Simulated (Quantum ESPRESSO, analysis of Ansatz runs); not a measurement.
# A hop of O in SnO2 (P4_2/mnm), charge 0 (Quantum ESPRESSO), part 3 of 3

Wanted: path and barrier of a jump of O in SnO2 (P4_2/mnm) at charge 0. The case: V_O hop (2.6 Å), in a cell of 72 host atoms with 1 O taken out.

Quantum ESPRESSO 7.5; Quantum ESPRESSO plane-wave DFT, PBEsol, GBRV 1.5 PBEsol potentials; nudged elastic band between two relaxed defect structures.

So far: The structure; Relaxation of the start point, charge 0; Relaxation of the end point, charge 0.

## (4) Nudged elastic band, charge 0

3 movable images are laid between the ends by interpolation. Each image feels the true force across the path and a spring force along it. The highest image is set to climb to the top of the path.

This step: Quantum ESPRESSO plane-wave DFT, PBEsol, GBRV 1.5 PBEsol potentials; nudged elastic band between two relaxed defect structures.

The input, neb.in:

```
BEGIN
BEGIN_PATH_INPUT
&PATH
  restart_mode = 'from_scratch'
  string_method = 'neb'
  nstep_path = 45
  ds = 1.5
  opt_scheme = 'broyden'
  num_of_images = 5
  k_max = 0.3
  k_min = 0.2
  CI_scheme = 'auto'
  path_thr = 0.06
/
END_PATH_INPUT
BEGIN_ENGINE_INPUT
&CONTROL
  prefix = 'pwscf'
  outdir = './tmp'
  pseudo_dir = './pseudo'
  disk_io = 'low'
/
&SYSTEM
  ibrav = 0
  nat = 71
  ntyp = 2
  ecutwfc = 36
  ecutrho = 288
  nbnd = 313
  occupations = 'fixed'
  nosym = .true.
/
&ELECTRONS
  conv_thr = 7d-08
  electron_maxstep = 100
  mixing_beta = 0.5
/
ATOMIC_SPECIES
Sn   118.7100 sn_pbesol_v1.4.uspp.F.UPF
O     15.9990 o_pbesol_v1.2.uspp.F.UPF
CELL_PARAMETERS angstrom
   9.5066964961    0.0000000000    0.0000000000
   0.0000000000    9.5066964961    0.0000000000
   0.0000000000    0.0000000000    9.6255699527
BEGIN_POSITIONS
FIRST_IMAGE
ATOMIC_POSITIONS crystal
Sn     0.2486351716    0.2503941380    0.1663460950
Sn     0.0034545361   -0.0039833861   -0.0000253195
O      0.0963010718    0.4034352565    0.1664553029
O      0.4007546340    0.0964465445    0.1682344805
O      0.1528400305    0.1515887237   -0.0000123043
O      0.3470495443    0.3467811697   -0.0000515736
Sn     0.2480111688    0.2484131267    0.4999724944
Sn    -0.0037905154    0.0033742513    0.3319127643
O      0.0939561071    0.3999787179    0.5000209143
O      0.4008833850    0.0956040831    0.4999628972
O      0.1521709289    0.1530557218    0.3330348372
O      0.3441350954    0.3527799137    0.3362248201
Sn     0.2485445887    0.2504072710    0.8335947534
Sn    -0.0037576435    0.0033585487    0.6680216161
O      0.0963312531    0.4034349042    0.8334776907
O      0.4007513834    0.0965745191    0.8317171980
O      0.1521436758    0.1530626209    0.6669344054
O      0.3440609039    0.3528268795    0.6637569889
Sn     0.2506254668    0.7488249057    0.1670292512
Sn    -0.0014375974    0.5011757075   -0.0000223899
O      0.0982694591    0.9014072259    0.1702519569
O      0.4034606090    0.5960780950    0.1673408527
O      0.1533542763    0.6524850383   -0.0000625170
O      0.3470062252    0.8461327563    0.0000122964
Sn     0.2388044506    0.7607436317    0.5000459084
Sn    -0.0006434288    0.4986854850    0.3335453938
O      0.0915087670    0.9080286856    0.4999621188
O      0.1611031017    0.6459318064    0.3374077864
O      0.3537120638    0.8382191132    0.3373420936
Sn     0.2506782052    0.7488329514    0.8329749055
Sn    -0.0006351788    0.4986367321    0.6664042549
O      0.0981614380    0.9013541191    0.8296973653
O      0.4034341674    0.5960058650    0.8327095258
O      0.1611689800    0.6458037544    0.6625875550
O      0.3536928478    0.8383319607    0.6626157755
Sn     0.7515468558    0.2477900752    0.1652284609
Sn     0.4982972032    0.0008588012   -0.0000508773
O      0.5987962967    0.4005915738    0.1623926157
O      0.9034264756    0.0961860183    0.1643312276
O      0.6524886388    0.1519279238    0.0000058484
O      0.8474239933    0.3469801515   -0.0000465931
Sn     0.7491755018    0.2503331170    0.4999079255
Sn     0.5008399610    0.0000948935    0.3335372213
O      0.5915400854    0.4079148185    0.4999174385
O      0.9008590037    0.0987601389    0.4999995671
O      0.6501342202    0.1566794987    0.3329822030
O      0.8426555811    0.3495008975    0.3328719200
Sn     0.7516568727    0.2478451143    0.8346518422
Sn     0.5008169825    0.0002332934    0.6664236083
O      0.5987643030    0.4005274016    0.8374262879
O      0.9034326209    0.0962025095    0.8355642914
O      0.6501901791    0.1566470223    0.6669392061
O      0.8427883192    0.3493435947    0.6668662368
Sn     0.7491104250    0.7509425356    0.1663588055
Sn     0.4987693508    0.5007883530   -0.0000361238
O      0.5960727107    0.9031700975    0.1664692772
O      0.9029185180    0.5987135506    0.1682385920
O      0.6527486804    0.6524999953   -0.0000661390
O      0.8478312549    0.8466776878   -0.0000398559
Sn     0.7511513236    0.7515235259    0.4999608283
Sn     0.5061899711    0.4933724121    0.3250059837
O      0.5996071172    0.9055739493    0.5000139541
O      0.9038772435    0.5985777013    0.4999628291
O      0.6467652800    0.6554902909    0.3361347868
O      0.8465629270    0.8474223733    0.3329751073
Sn     0.7491688493    0.7509066235    0.8335498548
Sn     0.5061762485    0.4933595403    0.6748936205
O      0.5960222201    0.9031449437    0.8334445800
O      0.9029857110    0.5986264496    0.8316212632
O      0.6467586775    0.6553769914    0.6637878882
O      0.8464931486    0.8474322918    0.6669231071
INTERMEDIATE_IMAGE
ATOMIC_POSITIONS crystal
Sn     0.2488377341    0.2501158023    0.1663167034
Sn     0.0015397507   -0.0020522700   -0.0000246710
[... 69 atom lines left out ...]
INTERMEDIATE_IMAGE
ATOMIC_POSITIONS crystal
Sn     0.2490398014    0.2498466002    0.1662965487
Sn    -0.0002660842   -0.0002309137   -0.0000268651
[... 69 atom lines left out ...]
INTERMEDIATE_IMAGE
ATOMIC_POSITIONS crystal
Sn     0.2492585226    0.2495969359    0.1662918710
Sn    -0.0020909537    0.0016095440   -0.0000319544
[... 69 atom lines left out ...]
LAST_IMAGE
ATOMIC_POSITIONS crystal
Sn     0.2494847541    0.2493429588    0.1662952364
Sn    -0.0040046078    0.0035395349   -0.0000404864
[... 4 atom lines left out ...]
Sn     0.2476275668    0.2487113892    0.4999737236
[... 4 atom lines left out ...]
O      0.3519888741    0.3447746283    0.3360159795
[... 5 atom lines left out ...]
O      0.3519608831    0.3447590338    0.6639104449
[... 3 atom lines left out ...]
O      0.4002250855    0.5992145195    0.1624554253
[... 10 atom lines left out ...]
O      0.4002090753    0.5992367241    0.8374919540
[... 8 atom lines left out ...]
Sn     0.7602039723    0.2392941820    0.4999567584
[... 1 atom line left out ...]
O      0.4074439390    0.5920087495    0.4999599920
[... 15 atom lines left out ...]
Sn     0.7508217836    0.7519001422    0.4999388916
Sn     0.4928847395    0.5066371748    0.3251252088
[... 2 atom lines left out ...]
O      0.6547257890    0.6475717861    0.3359986836
[... 2 atom lines left out ...]
Sn     0.4928767379    0.5066522529    0.6747951979
[... 2 atom lines left out ...]
O      0.6547000058    0.6475845922    0.6639115312
O      0.8463882878    0.8475472730    0.6670404445
END_POSITIONS
K_POINTS gamma
END_ENGINE_INPUT
END
```

The run is started by

```bash
$ OMP_NUM_THREADS=1 mpirun -n 4 neb.x -ni 2 -inp neb.in > neb.out
```

Output:

```text
[shortened: banners, details of potentials and solvers, and blank lines are left out]
[banner, memory and clock lines left out]
     path-images division:  nimage    =       2
     initial path length           =  4.7954 bohr
     initial inter-image distance  =  1.1988 bohr
     string_method                 =    neb
     restart_mode                  =    from_scratch
     opt_scheme                    =    broyden
     num_of_images                 =    5
     nstep_path                    =    45
     CI_scheme                     =    auto
     first_last_opt                =    F
     use_freezing                  =    F
     ds                            =    1.5000 a.u.
     k_max                         =    0.3000 a.u.
     k_min                         =    0.2000 a.u.
     path_thr                      =    0.0600 eV / A
     ------------------------------ iteration   1 ------------------------------
     activation energy (->) =   2.788046 eV
     activation energy (<-) =   2.787714 eV
     image        energy (eV)        error (eV/A)        frozen
         1     -72524.1193693            0.025797            T
         2     -72522.6661647            4.488197            F
         3     -72521.3313234            7.700990            F
         4     -72522.6625347            4.511882            F
         5     -72524.1190376            0.021782            T
     climbing image =  3
     path length          =  4.795 bohr
     inter-image distance =  1.199 bohr
     ------------------------------ iteration   2 ------------------------------
     activation energy (->) =   2.223638 eV
     activation energy (<-) =   2.223306 eV
     image        energy (eV)        error (eV/A)        frozen
         1     -72524.1193693            0.025797            T
         2     -72522.9687473            1.156022            F
         3     -72521.8957313            4.319214            F
         4     -72522.9653815            1.161908            F
         5     -72524.1190376            0.021782            T
     climbing image =  3
     path length          =  4.939 bohr
[...]
------------------------------ iteration   3 ------------------------------
     activation energy (->) =   1.812654 eV
     activation energy (<-) =   1.812322 eV
     image        energy (eV)        error (eV/A)        frozen
         1     -72524.1193693            0.025797            T
         2     -72523.0455175            0.503833            F
         3     -72522.3067157            1.927751            F
         4     -72523.0430049            0.498210            F
         5     -72524.1190376            0.021782            T
     climbing image =  3
     path length          =  4.896 bohr
[...]
------------------------------ iteration   4 ------------------------------
     activation energy (->) =   1.694824 eV
     activation energy (<-) =   1.694492 eV
     image        energy (eV)        error (eV/A)        frozen
         1     -72524.1193693            0.025797            T
         2     -72523.0809744            0.560042            F
         3     -72522.4245454            0.305968            F
         4     -72523.0779214            0.557324            F
         5     -72524.1190376            0.021782            T
     climbing image =  3
     path length          =  4.947 bohr
[...]
------------------------------ iteration   5 ------------------------------
     activation energy (->) =   1.650938 eV
     activation energy (<-) =   1.650607 eV
     image        energy (eV)        error (eV/A)        frozen
         1     -72524.1193693            0.025797            T
         2     -72523.1103212            0.590330            F
         3     -72522.4684309            0.639578            F
         4     -72523.1066579            0.582767            F
         5     -72524.1190376            0.021782            T
     climbing image =  3
     path length          =  5.032 bohr
[...]
------------------------------ iteration   6 ------------------------------
     activation energy (->) =   1.638341 eV
     activation energy (<-) =   1.638009 eV
     image        energy (eV)        error (eV/A)        frozen
         1     -72524.1193693            0.025797            T
         2     -72523.1356991            0.240304            F
         3     -72522.4810285            0.564302            F
         4     -72523.1312801            0.243055            F
         5     -72524.1190376            0.021782            T
     climbing image =  3
     path length          =  5.049 bohr
[...]
------------------------------ iteration   7 ------------------------------
     activation energy (->) =   1.628046 eV
     activation energy (<-) =   1.627715 eV
     image        energy (eV)        error (eV/A)        frozen
         1     -72524.1193693            0.025797            T
         2     -72523.1477579            0.171832            F
         3     -72522.4913231            0.455259            F
         4     -72523.1428040            0.175838            F
         5     -72524.1190376            0.021782            T
     climbing image =  3
     path length          =  5.073 bohr
[...]
------------------------------ iteration   8 ------------------------------
     activation energy (->) =   1.639352 eV
     activation energy (<-) =   1.639021 eV
     image        energy (eV)        error (eV/A)        frozen
         1     -72524.1193693            0.025797            T
         2     -72523.1699711            0.213573            F
         3     -72522.4800168            1.673935            F
         4     -72523.1644207            0.241316            F
         5     -72524.1190376            0.021782            T
     climbing image =  3
     path length          =  5.137 bohr
[...]
------------------------------ iteration   9 ------------------------------
     activation energy (->) =   1.651411 eV
     activation energy (<-) =   1.651080 eV
     image        energy (eV)        error (eV/A)        frozen
         1     -72524.1193693            0.025797            T
         2     -72523.1769058            0.263394            F
         3     -72522.4679581            2.063308            F
         4     -72523.1712320            0.280767            F
         5     -72524.1190376            0.021782            T
     climbing image =  3
     path length          =  5.163 bohr
[...]
------------------------------ iteration  10 ------------------------------
     activation energy (->) =   1.607918 eV
     activation energy (<-) =   1.607587 eV
     image        energy (eV)        error (eV/A)        frozen
         1     -72524.1193693            0.025797            T
         2     -72523.1774014            0.048095            F
         3     -72522.5114510            0.216444            F
         4     -72523.1717940            0.055352            F
         5     -72524.1190376            0.021782            T
     climbing image =  3
     path length          =  5.154 bohr
[...]
------------------------------ iteration  11 ------------------------------
     activation energy (->) =   1.606045 eV
     activation energy (<-) =   1.605713 eV
     image        energy (eV)        error (eV/A)        frozen
         1     -72524.1193693            0.025797            T
         2     -72523.1804395            0.034145            F
         3     -72522.5133242            0.159951            F
         4     -72523.1745708            0.027644            F
         5     -72524.1190376            0.021782            T
     climbing image =  3
     path length          =  5.162 bohr
[...]
------------------------------ iteration  12 ------------------------------
     activation energy (->) =   1.604904 eV
     activation energy (<-) =   1.604572 eV
     image        energy (eV)        error (eV/A)        frozen
         1     -72524.1193693            0.025797            T
         2     -72523.1819625            0.025876            F
         3     -72522.5144658            0.072053            F
         4     -72523.1759661            0.034621            F
         5     -72524.1190376            0.021782            T
     climbing image =  3
     path length          =  5.162 bohr
[...]
------------------------------ iteration  13 ------------------------------
     activation energy (->) =   1.606451 eV
     activation energy (<-) =   1.606119 eV
     image        energy (eV)        error (eV/A)        frozen
         1     -72524.1193693            0.025797            T
         2     -72523.1895903            0.100714            F
         3     -72522.5129187            0.676907            F
         4     -72523.1824012            0.216189            F
         5     -72524.1190376            0.021782            T
     climbing image =  3
     path length          =  5.176 bohr
[...]
------------------------------ iteration  14 ------------------------------
     activation energy (->) =   1.602717 eV
     activation energy (<-) =   1.602385 eV
     image        energy (eV)        error (eV/A)        frozen
         1     -72524.1193693            0.025797            T
         2     -72523.1883406            0.042922            F
         3     -72522.5166525            0.233680            F
         4     -72523.1822503            0.025842            F
         5     -72524.1190376            0.021782            T
     climbing image =  3
     path length          =  5.172 bohr
[...]
------------------------------ iteration  15 ------------------------------
     activation energy (->) =   1.602051 eV
     activation energy (<-) =   1.601720 eV
     image        energy (eV)        error (eV/A)        frozen
         1     -72524.1193693            0.025797            T
         2     -72523.1889687            0.025889            F
         3     -72522.5173179            0.143067            F
         4     -72523.1830871            0.016394            F
         5     -72524.1190376            0.021782            T
     climbing image =  3
     path length          =  5.174 bohr
[...]
------------------------------ iteration  16 ------------------------------
     activation energy (->) =   1.604360 eV
     activation energy (<-) =   1.604028 eV
     image        energy (eV)        error (eV/A)        frozen
         1     -72524.1193693            0.025797            T
         2     -72523.1909743            0.091401            F
         3     -72522.5150097            0.545020            F
         4     -72523.1852568            0.016568            F
         5     -72524.1190376            0.021782            T
     climbing image =  3
     path length          =  5.182 bohr
[...]
------------------------------ iteration  17 ------------------------------
     activation energy (->) =   1.603386 eV
     activation energy (<-) =   1.603054 eV
     image        energy (eV)        error (eV/A)        frozen
         1     -72524.1193693            0.025797            T
         2     -72523.1942659            0.100636            F
         3     -72522.5159832            0.478133            F
         4     -72523.1887867            0.019842            F
         5     -72524.1190376            0.021782            T
     climbing image =  3
     path length          =  5.197 bohr
[...]
------------------------------ iteration  18 ------------------------------
     activation energy (->) =   1.603438 eV
     activation energy (<-) =   1.603106 eV
     image        energy (eV)        error (eV/A)        frozen
         1     -72524.1193693            0.025797            T
         2     -72523.1993954            0.085152            F
         3     -72522.5159314            0.379230            F
         4     -72523.1943231            0.036793            F
         5     -72524.1190376            0.021782            T
     climbing image =  3
     path length          =  5.232 bohr
[...]
------------------------------ iteration  19 ------------------------------
     activation energy (->) =   1.603871 eV
     activation energy (<-) =   1.603540 eV
     image        energy (eV)        error (eV/A)        frozen
         1     -72524.1193693            0.025797            T
         2     -72523.2008852            0.088393            F
         3     -72522.5154979            0.505045            F
         4     -72523.1955938            0.022109            F
         5     -72524.1190376            0.021782            T
     climbing image =  3
     path length          =  5.233 bohr
[...]
------------------------------ iteration  20 ------------------------------
     activation energy (->) =   1.601239 eV
     activation energy (<-) =   1.600907 eV
     image        energy (eV)        error (eV/A)        frozen
         1     -72524.1193693            0.025797            T
         2     -72523.2013232            0.024369            F
         3     -72522.5181307            0.106264            F
         4     -72523.1958750            0.022380            F
         5     -72524.1190376            0.021782            T
     climbing image =  3
     path length          =  5.233 bohr
[...]
------------------------------ iteration  21 ------------------------------
     activation energy (->) =   1.600808 eV
     activation energy (<-) =   1.600476 eV
     image        energy (eV)        error (eV/A)        frozen
         1     -72524.1193693            0.025797            T
         2     -72523.2018223            0.031368            F
         3     -72522.5185615            0.044601            F
         4     -72523.1963224            0.020171            F
         5     -72524.1190376            0.021782            T
     climbing image =  3
     path length          =  5.233 bohr
     inter-image distance =  1.308 bohr
     neb: convergence achieved in  21 iterations
```

The job ended after 84 min (4 MPI ranks of Arm Neoverse V1, shared host; peak memory 2.5 GiB).

The path, image by image:

```tsv
image	path (Å)	energy (eV)	O44: x, y, z (Å)
0	0.000	0.0000	5.624, 3.878, 4.812
1	0.763	0.9175	5.174, 4.328, 4.813
2	1.390	1.6008	4.747, 4.754, 4.812
3	2.012	0.9230	4.324, 5.178, 4.812
4	2.769	0.0003	3.873, 5.628, 4.812
```

Read from the output:

```
barrier forward  : 1.601 eV
barrier backward : 1.600 eV
end less start   : 3.32e-4 eV
hop length       : 2.475 Å
```

The band met its tolerance of 0.06 eV/Å after 21 iterations, with image 2 on top (the start counts as 0). O44, which moves farthest between the ends, has 3 Sn at 2.04 to 2.12 Å nearest at the start and 2 Sn at 1.86 Å at the top.

## (5) Summary of results

- barrier forward: 1.60 eV
- barrier backward: 1.60 eV
- end less start: 0.00 eV
- hop length: 2.48 Å
- band iterations, as the log counts them: 21

What this shows: The top of the band lies 1.60 eV above the start and 1.60 eV above the end, which are alike in energy and neighbours. With an assumed prefactor of 1e13 per second it gives one hop a second along this one path at about 620 K; whether such hops link up through the crystal wasn't checked. At the top O44 stands 1.86 Å from its nearest Sn, 0.18 Å closer than at the start. The order of the top as a saddle was not checked for all atoms, so a bent path could be lower. Limits: sampling at the zone centre alone can move energies of charged and open-shell states by tenths of an eV or more in cells of this size; spin–orbit coupling, which can matter with heavy atoms, is left out. The cutoff of 36 Ry is under the 40 Ry advised for these potentials.

[Logs are printed without paths, hosts, clocks, repeated set-up lines and the standing remarks that a program may print on its own settings, such as how far it seeks lower states.]

[Hosts, paths, dates, database ids (printed as entryN), source tags and the programs' standing remarks are cut or masked in the printed files.]
